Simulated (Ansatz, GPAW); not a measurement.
# A C7 chain between two Pd chains: relaxation, then transmission at several levels, part 3 of 4

How well does a C7 chain between two Pd chains conduct once its atoms have relaxed, and how much do cheaper levels lose?

GPAW 26.7.0 and Ansatz 0.2.0; Ansatz plane waves; relaxation of the junction with the lead ends held (the session's first sound run).

So far, transmission at the Fermi level (one spin): step 3 (plane-wave reference (PBE)) 0.109. Also open channels of the lead at the Fermi level (one spin): step 3 4.

## (4) Double-zeta polarised basis

Localised orbitals split the wire into layers that couple to their neighbours alone, which is what the Green's function method needs; double zeta with polarisation is the usual level for numbers.

This step: GPAW LCAO, PAW setups; Landauer transmission from Green's functions with principal layers (ASE), zero bias (GPAW 26.7.0).

File run.py:

```python
import json
import numpy as np
from ase import Atoms
from ase.transport.calculators import TransportCalculator
from gpaw import GPAW, FermiDirac
from gpaw.lcao.tools import get_lcao_hamiltonian
from scipy.linalg import eigh

# The junction with lead layers at both ends, along the third cell vector
device = Atoms(
    ['Pd', 'Pd', 'Pd', 'Pd', 'Pd', 'Pd', 'Pd', 'Pd', 'C', 'C', 'C', 'C', 'C', 'C', 'C', 'Pd', 'Pd', 'Pd', 'Pd', 'Pd', 'Pd', 'Pd', 'Pd'],
    positions=[
        [4.50000, 4.50000, 1.25000],
        [4.50000, 4.50000, 3.75000],
        [4.50000, 4.50000, 6.25000],
        [4.50000, 4.50000, 8.75000],
        [4.50000, 4.50000, 11.25000],
        [4.50000, 4.50000, 13.75000],
        [4.93494, 4.46591, 16.30608],
        [3.96096, 4.50576, 18.75155],
        [4.31580, 4.49317, 20.57535],
        [4.41992, 4.49613, 21.86097],
        [4.46509, 4.50324, 23.15988],
        [4.49632, 4.51897, 24.44696],
        [4.52078, 4.54074, 25.73395],
        [4.54723, 4.58095, 27.03298],
        [4.59525, 4.66838, 28.31874],
        [4.74317, 4.96916, 30.14844],
        [4.33220, 4.13411, 32.61116],
        [4.50000, 4.50000, 35.17700],
        [4.50000, 4.50000, 37.67700],
        [4.50000, 4.50000, 40.17700],
        [4.50000, 4.50000, 42.67700],
        [4.50000, 4.50000, 45.17700],
        [4.50000, 4.50000, 47.67700]],
    cell=[[9.0, 0.0, 0.0], [0.0, 9.0, 0.0], [0.0, 0.0, 48.927]],
    pbc=True)

# One principal layer of the lead: the first 5 atoms of the device
lead = Atoms(
    ['Pd', 'Pd', 'Pd', 'Pd', 'Pd'],
    positions=[
        [4.50000, 4.50000, 1.25000],
        [4.50000, 4.50000, 3.75000],
        [4.50000, 4.50000, 6.25000],
        [4.50000, 4.50000, 8.75000],
        [4.50000, 4.50000, 11.25000]],
    cell=[[9.0, 0.0, 0.0], [0.0, 9.0, 0.0], [0.0, 0.0, 12.5]],
    pbc=True)

settings = dict(mode='lcao', basis='dzp', xc='PBE', h=0.2,
                occupations=FermiDirac(0.1), maxiter=250,
                mixer=dict(beta=0.1, nmaxold=8, weight=100.0),
                convergence=dict(density=0.0001))
energies = np.arange(-2, 2 + 1e-9, 0.025)
eta = 0.0001
n1, n2 = 1, 1
# k and -k transmit alike, so half of the mesh across the current serves
mesh = [(i, j) for i in range(n1) for j in range(n2) if (i, j) <= (-i % n1, -j % n2)]
weights = np.array([1 if (i, j) == (-i % n1, -j % n2) else 2 for i, j in mesh]) / (n1 * n2)

# [... helper functions left out ...]
fermi_lead = ground_state(lead, (1, 1, 9), 'lead.txt')
fermi_device = ground_state(device, (1, 1, 2), 'device.txt')
# [... loop over the mesh left out, but for ...]
        # Shift the lead onto the potential of the device's first layer
        shift = ((H[:, 0, 0] - H0[:, 0, 0]) / S0[0, 0]).real.mean()
# [...]
kT = 8.617333e-5 * 300
bias = [0.1, 0.2, 0.5, 1.0, 1.5, 2.0]
# [... integrals and printing left out ...]
```

Command:

```console
$ OMP_NUM_THREADS=1 OPENBLAS_NUM_THREADS=1 python run.py
```

Numbers of over 12 decimals in the logs are rounded to 6 here.

Output:

```text
basis functions: device 523, principal layer 135
Fermi level: lead -4.0202 eV, device -4.0990 eV; lead shifted by -0.0040 eV
largest coupling past the next layer 1.07e-04 eV, largest misfit of the first layer 0.024 eV
  E-E_F (eV)   T (one spin)  [channel counts left out]
    -2.000    5.0505e-01
    -1.975    5.3355e-01
    -1.950    5.6536e-01
    -1.925    6.0081e-01
    -1.900    6.3945e-01
    -1.875    6.8293e-01
    -1.850    7.3041e-01
    -1.825    7.8219e-01
    -1.800    8.3828e-01
    -1.775    8.9854e-01
    -1.750    9.6268e-01
    -1.725    1.0302e+00
    -1.700    1.1003e+00
    -1.675    1.1719e+00
    -1.650    1.2440e+00
    -1.625    1.3149e+00
[...]
1.825    3.6128e-05
     1.850    3.2658e-05
     1.875    2.9423e-05
     1.900    2.6409e-05
     1.925    2.3599e-05
     1.950    2.0981e-05
     1.975    1.8545e-05
     2.000    1.6281e-05
conductance at 300 K: 0.090404 G0 a cell; thermopower 36.89 uV/K
current from the zero-bias T(E) at 0.1 V: 0.69059 uA
current from the zero-bias T(E) at 0.2 V: 1.3259 uA
current from the zero-bias T(E) at 0.5 V: 3.035 uA
current from the zero-bias T(E) at 1.0 V: 9.7101 uA
current from the zero-bias T(E) at 1.5 V: 26.422 uA
current from the zero-bias T(E) at 2.0 V: 35.641 uA
```

Wall time 7.7 min (1 thread of Arm Neoverse V1, shared host); peak memory 1.9 GiB.

This step gave:

| Item | Value |
| --- | --- |
| conductance | 0.09040 G₀ |
| largest coupling past the next principal layer | 1.07e-4 eV |
| largest misfit of the first principal layer | 0.02400 eV |
| shift that aligns the lead | -0.004043 eV |
| basis functions of the junction | 523 |
| basis functions of a principal layer | 135 |
| transmission at the Fermi level (one spin) | 0.09399 |

One spin. The transmission, zone mean by energy, zero at the Fermi level:

energy (eV), transmission, zone mean and a bar:
```
   -2.000       0.51 ########
   -1.800       0.84 ##############
   -1.600       1.38 #######################
   -1.400       1.74 #############################
   -1.300       1.79 ##############################
   -1.200       1.74 #############################
   -1.000       1.56 ##########################
   -0.800       0.43 #######
   -0.700       1.10 ##################
   -0.600       0.77 #############
   -0.475       1.17 ####################
   -0.400       0.27 #####
   -0.200       0.14 ##
    0.000       0.09 ##
    0.200       0.00 
    0.400       0.00 
    0.600       0.48 ########
    0.800       0.00 
    1.000       0.00 
    1.200       0.00 
    1.400       0.00 
    1.600       0.00 
    1.800       0.00 
    2.000       0.00
```

Not self-consistent under bias; the bias window is split evenly. Current through one cell, from the zero-bias transmission against bias:

```tsv
bias (V)	current through one cell, from the zero-bias transmission (μA)
0.100	0.691
0.200	1.33
0.500	3.04
1.000	9.71
1.500	26.4
2.000	35.6
```

The transmission of the three most open eigenchannels by energy, zero at the Fermi level:

```tsv
energy (eV)	channel 1	channel 2	channel 3
-2.000	0.381	0.124	5.1e-8
-1.900	0.485	0.154	1.2e-7
-1.800	0.609	0.229	2.9e-7
-1.700	0.733	0.367	6.8e-7
-1.600	0.826	0.557	1.5e-6
-1.500	0.877	0.732	3.0e-6
-1.400	0.902	0.842	5.0e-6
-1.300	0.910	0.883	6.7e-6
-1.200	0.884	0.856	7.4e-6
-1.100	0.775	0.738	6.2e-6
-1.000	0.921	0.638	1.9e-6
-0.900	0.0544	0.0210	1.0e-5
-0.800	0.240	0.185	9.1e-6
-0.700	0.624	0.478	4.1e-6
-0.600	0.414	0.354	4.8e-6
-0.500	0.237	0.210	2.5e-5
-0.400	0.166	0.107	1.5e-5
-0.300	0.121	0.0676	5.1e-4
-0.200	0.0861	0.0544	5.9e-5
-0.100	0.0753	0.0495	1.9e-5
0.000	0.0560	0.0379	1.1e-5
0.100	0.0196	0.0110	5.7e-6
0.200	9.4e-4	9.4e-12	0
0.300	0.00196	0	0
0.400	0.00471	0	0
0.500	0.0178	0	0
0.600	0.482	0	0
0.700	0.0166	0	0
0.800	0.00425	0	0
0.900	0.00178	0	0
1.000	9.3e-4	0	0
1.100	5.5e-4	0	0
1.200	3.5e-4	0	0
1.300	2.4e-4	0	0
1.400	1.6e-4	0	0
1.500	1.2e-4	0	0
1.600	8.2e-5	0	0
```

At the Fermi level T is 0.0940 against 0.109 in plane waves. Couplings past the next layer reach 1.1e-4 eV, small enough to drop; the matrix elements of the cell's first layer differ from the bulk lead's by up to 0.024 eV. That layer keeps its own values in the calculation, and only beyond it is the lead taken as perfect. The Fermi levels of lead and junction count from different zeros of potential, one for each periodic cell; with both set to zero, the small remaining shift is what aligns them. By hand: G = 0.09040 × 77.48 μS = 7.00 μS, a resistance of 143 kΩ; at 0.1 V a linear junction would pass 0.700 μA, and the integral over the bias window gives 0.691 μA.

## (5) GPAW, szp: basis = "szp(dzp)"

The second zeta is dropped, the polarisation orbitals stay.

run.py, as its differences from that of step 4:

```diff
@@ -50,3 +50,3 @@
 
-settings = dict(mode='lcao', basis='dzp', xc='PBE', h=0.2,
+settings = dict(mode='lcao', basis='szp(dzp)', xc='PBE', h=0.2,
                 occupations=FermiDirac(0.1), maxiter=250,
```

Output:

```text
basis functions: device 303, principal layer 75
Fermi level: lead -4.1832 eV, device -4.5513 eV; lead shifted by -0.0014 eV
largest coupling past the next layer 1.09e-04 eV, largest misfit of the first layer 0.065 eV
  E-E_F (eV)   T (one spin)  [channel counts left out]
    -2.000    5.3484e-01
    -1.975    5.8218e-01
    -1.950    6.3450e-01
[...]
1.975    3.9977e-05
     2.000    3.8110e-05
conductance at 300 K: 0.037335 G0 a cell; thermopower 92.78 uV/K
current from the zero-bias T(E) at 0.1 V: 0.28591 uA
current from the zero-bias T(E) at 0.2 V: 0.57042 uA
current from the zero-bias T(E) at 0.5 V: 1.5988 uA
current from the zero-bias T(E) at 1.0 V: 4.3998 uA
current from the zero-bias T(E) at 1.5 V: 11.06 uA
current from the zero-bias T(E) at 2.0 V: 22.282 uA
```

Wall time 5.3 min (1 thread); peak memory 1.8 GiB.

Numbers from this step:

* conductance: 0.03734 G₀
* largest coupling past the next principal layer: 1.09e-4 eV
* largest misfit of the first principal layer: 0.06532 eV
* shift that aligns the lead: -0.001436 eV
* basis functions of the junction: 303
* basis functions of a principal layer: 75
* transmission at the Fermi level (one spin): 0.04280

One spin. Transmission, zone mean against energy, zero at the Fermi level:

```tsv
energy (eV)	transmission, zone mean
-2.000	0.535
-1.900	0.756
-1.800	1.07
-1.700	1.46
-1.600	1.75
-1.500	1.89
-1.450	1.91
-1.400	1.87
-1.300	1.50
-1.200	0.764
-1.100	0.0682
-1.000	0.295
-0.900	0.673
-0.850	0.763
-0.800	0.701
-0.700	0.324
-0.600	1.23
-0.500	0.125
-0.400	0.103
-0.300	0.112
-0.200	0.0833
-0.100	0.0745
0.000	0.0428
0.100	4.8e-4
0.200	0.00225
0.300	0.0238
0.350	0.367
0.400	0.0353
0.500	0.00555
0.600	0.00218
0.700	0.00117
0.800	7.2e-4
0.900	4.8e-4
1.000	3.4e-4
1.100	2.5e-4
1.200	1.9e-4
1.300	1.5e-4
1.400	1.2e-4
1.500	9.8e-5
1.600	8.0e-5
1.700	6.7e-5
1.800	5.5e-5
1.900	4.6e-5
2.000	3.8e-5
```

The conductance, 0.0373 G₀, lies 59 % below that of the dzp run.

## (6) GPAW, sz: basis = "sz(dzp)"

The minimal basis is the cheapest rung: no second zeta and no polarisation.

run.py, as its differences from that of step 5:

```diff
@@ -50,3 +50,3 @@
 
-settings = dict(mode='lcao', basis='szp(dzp)', xc='PBE', h=0.2,
+settings = dict(mode='lcao', basis='sz(dzp)', xc='PBE', h=0.2,
                 occupations=FermiDirac(0.1), maxiter=250,
```

Output:

```text
basis functions: device 220, principal layer 60
Fermi level: lead -4.1979 eV, device -4.6452 eV; lead shifted by -0.0004 eV
largest coupling past the next layer 1.09e-04 eV, largest misfit of the first layer 0.040 eV
  E-E_F (eV)   T (one spin)  [channel counts left out]
    -2.000    7.9414e-01
    -1.975    8.6450e-01
    -1.950    9.3945e-01
[...]
1.975    2.7625e-05
     2.000    2.5992e-05
conductance at 300 K: 0.052092 G0 a cell; thermopower 77.71 uV/K
current from the zero-bias T(E) at 0.1 V: 0.39516 uA
current from the zero-bias T(E) at 0.2 V: 0.76854 uA
current from the zero-bias T(E) at 0.5 V: 2.0937 uA
current from the zero-bias T(E) at 1.0 V: 4.894 uA
current from the zero-bias T(E) at 1.5 V: 11.43 uA
current from the zero-bias T(E) at 2.0 V: 20.71 uA
```

It took 3.9 min on 1 thread; peak memory 1.7 GiB.

Numbers from this step:

```yaml
conductance: 0.05209 G₀
largest_misfit_of_the_first_principal_layer: 0.04006 eV
shift_that_aligns_the_lead: -3.81e-4 eV
basis_functions_of_the_junction: 220
basis_functions_of_a_principal_layer: 60
transmission_at_the_fermi_level_one_spin: 0.05909
```

One spin. Table of transmission, zone mean by energy, zero at the Fermi level:

energy (eV), transmission, zone mean and a bar:
```
   -2.000       0.79 ############
   -1.800       1.46 #######################
   -1.600       1.82 ############################
   -1.400       1.94 ##############################
   -1.375       1.94 ##############################
   -1.200       0.82 #############
   -1.000       0.17 ###
   -0.825       0.67 ##########
   -0.800       0.67 ##########
   -0.600       0.23 ###
   -0.575       1.07 #################
   -0.400       0.11 ##
   -0.200       0.11 ##
    0.000       0.06 #
    0.200       0.00 
    0.300       0.25 ####
    0.400       0.01 
    0.600       0.00 
    0.800       0.00 
    1.000       0.00 
    1.200       0.00 
    1.400       0.00 
    1.600       0.00 
    1.800       0.00 
    2.000       0.00
```

The conductance, 0.0521 G₀, lies 42 % below that of the dzp run.

## (7) revPBE in the dzp basis: xc = "revPBE"

Back in the dzp basis, the functional changes from PBE to revPBE, to set the spread between functionals beside that between bases.

run.py, as its differences from that of step 6:

```diff
@@ -50,3 +50,3 @@
 
-settings = dict(mode='lcao', basis='sz(dzp)', xc='PBE', h=0.2,
+settings = dict(mode='lcao', basis='dzp', xc='revPBE', h=0.2,
                 occupations=FermiDirac(0.1), maxiter=250,
```

Output:

```text
basis functions: device 523, principal layer 135
Fermi level: lead -3.8734 eV, device -3.9605 eV; lead shifted by -0.0021 eV
largest coupling past the next layer 1.03e-04 eV, largest misfit of the first layer 0.026 eV
  E-E_F (eV)   T (one spin)  [channel counts left out]
    -2.000    5.1234e-01
    -1.975    5.4213e-01
    -1.950    5.7528e-01
[...]
1.975    1.8133e-05
     2.000    1.5903e-05
conductance at 300 K: 0.081343 G0 a cell; thermopower 40.58 uV/K
current from the zero-bias T(E) at 0.1 V: 0.62169 uA
current from the zero-bias T(E) at 0.2 V: 1.1972 uA
current from the zero-bias T(E) at 0.5 V: 2.7981 uA
current from the zero-bias T(E) at 1.0 V: 7.8391 uA
current from the zero-bias T(E) at 1.5 V: 23.512 uA
current from the zero-bias T(E) at 2.0 V: 32.55 uA
```

Elapsed: 7.6 min, on 1 thread; peak memory 1.9 GiB.

Numbers from this step:

```yaml
conductance: 0.08134 G₀
largest_coupling_past_the_next_principal_layer: 1.03e-4 eV
largest_misfit_of_the_first_principal_layer: 0.02584 eV
shift_that_aligns_the_lead: -0.002101 eV
basis_functions_of_the_junction: 523
basis_functions_of_a_principal_layer: 135
transmission_at_the_fermi_level_one_spin: 0.08454
```

The conductance, 0.0813 G₀, lies 10 % below that of the dzp run.

## (8) Without the relaxation: geometry = "as built"

The dzp basis with PBE on the structure as first built shows what the relaxation was worth.

run.py, as its differences from that of step 7:

```diff
@@ -18,13 +18,13 @@
         [4.50000, 4.50000, 13.75000],
-        [4.93494, 4.46591, 16.30608],
-        [3.96096, 4.50576, 18.75155],
-        [4.31580, 4.49317, 20.57535],
-        [4.41992, 4.49613, 21.86097],
-        [4.46509, 4.50324, 23.15988],
-        [4.49632, 4.51897, 24.44696],
-        [4.52078, 4.54074, 25.73395],
-        [4.54723, 4.58095, 27.03298],
-        [4.59525, 4.66838, 28.31874],
-        [4.74317, 4.96916, 30.14844],
-        [4.33220, 4.13411, 32.61116],
+        [4.50000, 4.50000, 16.25000],
+        [4.50000, 4.50000, 18.75000],
+        [4.50000, 4.50000, 20.60850],
+        [4.50000, 4.50000, 21.83850],
+        [4.50000, 4.50000, 23.17850],
+        [4.50000, 4.50000, 24.40850],
+        [4.50000, 4.50000, 25.74850],
+        [4.50000, 4.50000, 26.97850],
+        [4.50000, 4.50000, 28.31850],
+        [4.50000, 4.50000, 30.17700],
+        [4.50000, 4.50000, 32.67700],
         [4.50000, 4.50000, 35.17700],
@@ -50,3 +50,3 @@
 
-settings = dict(mode='lcao', basis='dzp', xc='revPBE', h=0.2,
+settings = dict(mode='lcao', basis='dzp', xc='PBE', h=0.2,
                 occupations=FermiDirac(0.1), maxiter=250,
```

Output:

```text
basis functions: device 523, principal layer 135
Fermi level: lead -4.0202 eV, device -4.1264 eV; lead shifted by 0.0002 eV
largest coupling past the next layer 1.07e-04 eV, largest misfit of the first layer 0.059 eV
  E-E_F (eV)   T (one spin)  [channel counts left out]
    -2.000    1.3684e+00
    -1.975    1.4301e+00
    -1.950    1.4832e+00
[...]
1.975    9.4020e-07
     2.000    9.4057e-07
conductance at 300 K: 0.32503 G0 a cell; thermopower 40.23 uV/K
current from the zero-bias T(E) at 0.1 V: 2.4727 uA
current from the zero-bias T(E) at 0.2 V: 4.7035 uA
current from the zero-bias T(E) at 0.5 V: 10.278 uA
current from the zero-bias T(E) at 1.0 V: 19.792 uA
current from the zero-bias T(E) at 1.5 V: 33.574 uA
current from the zero-bias T(E) at 2.0 V: 58.004 uA
```

Wall time 8.7 min (1 thread); peak memory 1.9 GiB.

Numbers from this step:

| Item | Value |
| --- | --- |
| conductance | 0.3250 G₀ |
| largest coupling past the next principal layer | 1.07e-4 eV |
| largest misfit of the first principal layer | 0.05899 eV |
| shift that aligns the lead | 1.81e-4 eV |
| transmission at the Fermi level (one spin) | 0.3429 |

The conductance, 0.325 G₀, lies 260 % above that of the dzp run.

## (9) Cost and result by level

Times are wall times on the hardware named with each run. Results by setting:

```tsv
no.	run	conductance (G₀)	time	memory (GiB)
1	pw PBE	0.1054	3.5 min	6.5
2	dzp	0.09040	7.7 min	1.9
3	szp	0.03734	5.3 min	1.8
4	sz	0.05209	3.9 min	1.7
5	dzp revPBE	0.08134	7.6 min	1.9
6	asbuilt	0.3250	8.7 min	1.9
```

## (10) The levels side by side

The curves are compared point by point over the common energies.

This step: comparison of transmission and cost over codes, levels and geometry (GPAW 26.7.0).

Ladder, by row:

```tsv
step	code	T at the Fermi level (sum over the listed spins)	conductance (G0)	r.m.s. T(E) from the first	wall time (s)	peak memory (GiB)	threads
pw-pbe	Ansatz	0.1085	0.1054	0	209.8	6.48	4
dzp	GPAW	0.09399	0.0904	0.281	464.9	1.86	1
szp	GPAW	0.0428	0.03734	0.293	319.8	1.76	1
sz	GPAW	0.05909	0.05209	0.3263	232.2	1.67	1
dzp-revPBE	GPAW	0.08454	0.08134	0.2447	458.3	1.86	1
asbuilt	GPAW	0.3429	0.325	0.3714	520.3	1.86	1
```

The transmission, zone mean, sum over the listed spins by energy, zero at the Fermi level:

```tsv
energy (eV)	pw-pbe	dzp	szp	sz	dzp-revPBE	asbuilt
-2.000	0.576	0.505	0.535	0.794	0.512	1.37
-1.900	0.703	0.639	0.756	1.10	0.653	1.57
-1.800	0.897	0.838	1.07	1.46	0.858	1.61
-1.700	1.15	1.10	1.46	1.72	1.13	1.58
-1.600	1.43	1.38	1.75	1.82	1.41	1.52
-1.500	1.62	1.61	1.89	1.88	1.64	1.48
-1.450	1.67	1.69	1.91	1.91	1.71	1.46
-1.400	1.69	1.74	1.87	1.94	1.76	1.46
-1.375	1.68	1.76	1.82	1.94	1.78	1.46
-1.300	1.59	1.79	1.50	1.81	1.80	1.48
-1.200	1.17	1.74	0.764	0.817	1.70	1.54
-1.100	0.593	1.51	0.0682	0.0281	1.40	1.60
-1.050	1.13	1.35	0.148	0.0715	1.29	1.60
-1.000	0.355	1.56	0.295	0.173	1.30	1.56
-0.900	0.543	0.0754	0.673	0.496	0.125	1.35
-0.800	1.19	0.425	0.701	0.665	0.577	1.06
-0.750	1.31	0.796	0.522	0.555	0.968	0.932
-0.700	1.18	1.10	0.324	0.350	1.11	0.820
-0.600	0.511	0.767	1.23	0.225	0.660	0.651
-0.575	0.225	0.618	0.242	1.07	0.526	0.619
-0.550	1.64	0.503	0.166	0.202	0.448	0.591
-0.500	0.614	0.447	0.125	0.130	0.0784	0.546
-0.475	0.477	1.17	0.115	0.119	0.643	0.527
-0.400	0.335	0.273	0.103	0.107	0.250	0.488
-0.300	0.217	0.190	0.112	0.119	0.177	0.467
-0.200	0.168	0.141	0.0833	0.106	0.133	0.466
-0.100	0.145	0.125	0.0745	0.0924	0.117	0.449
0.000	0.109	0.0940	0.0428	0.0591	0.0845	0.343
0.100	0.0439	0.0306	4.8e-4	6.9e-4	0.0218	0.0840
0.200	8.6e-4	9.4e-4	0.00225	0.00447	9.5e-4	1.6e-5
0.300	0.00165	0.00196	0.0238	0.255	0.00200	7.0e-6
0.400	0.00351	0.00471	0.0353	0.0119	0.00496	4.0e-6
0.500	0.00973	0.0178	0.00555	0.00327	0.0201	2.7e-6
0.600	0.0694	0.482	0.00218	0.00155	0.585	2.1e-6
0.650	0.518	0.0403	0.00156	0.00116	0.0384	1.8e-6
0.700	0.0440	0.0166	0.00117	9.0e-4	0.0150	1.7e-6
0.800	0.00851	0.00425	7.2e-4	5.8e-4	0.00401	1.5e-6
0.900	0.00302	0.00178	4.8e-4	4.0e-4	0.00172	1.3e-6
1.000	0.00147	9.3e-4	3.4e-4	2.9e-4	9.1e-4	1.2e-6
1.100	8.4e-4	5.5e-4	2.5e-4	2.1e-4	5.4e-4	1.1e-6
1.200	5.2e-4	3.5e-4	1.9e-4	1.6e-4	3.5e-4	1.1e-6
1.300	3.5e-4	2.4e-4	1.5e-4	1.3e-4	2.3e-4	1.0e-6
1.400	2.4e-4	1.6e-4	1.2e-4	1.0e-4	1.6e-4	1.0e-6
1.500	1.7e-4	1.2e-4	9.8e-5	7.9e-5	1.1e-4	9.8e-7
1.600	1.2e-4	8.2e-5	8.0e-5	6.4e-5	8.1e-5	9.7e-7
1.700	8.5e-5	5.8e-5	6.7e-5	5.1e-5	5.7e-5	9.5e-7
1.800	6.0e-5	4.0e-5	5.5e-5	4.1e-5	3.9e-5	9.5e-7
1.900	4.1e-5	2.6e-5	4.6e-5	3.3e-5	2.6e-5	9.4e-7
2.000	2.7e-5	1.6e-5	3.8e-5	2.6e-5	1.6e-5	9.4e-7
```

(Continued in part 4 of 4.)

[Logs are printed without paths, hosts, clocks, repeated set-up lines and the standing remarks that a program may print on its own settings, such as how far it seeks lower states.]

[Hosts, paths, dates, database ids (printed as entryN), source tags and the programs' standing remarks are cut or masked in the printed files.]
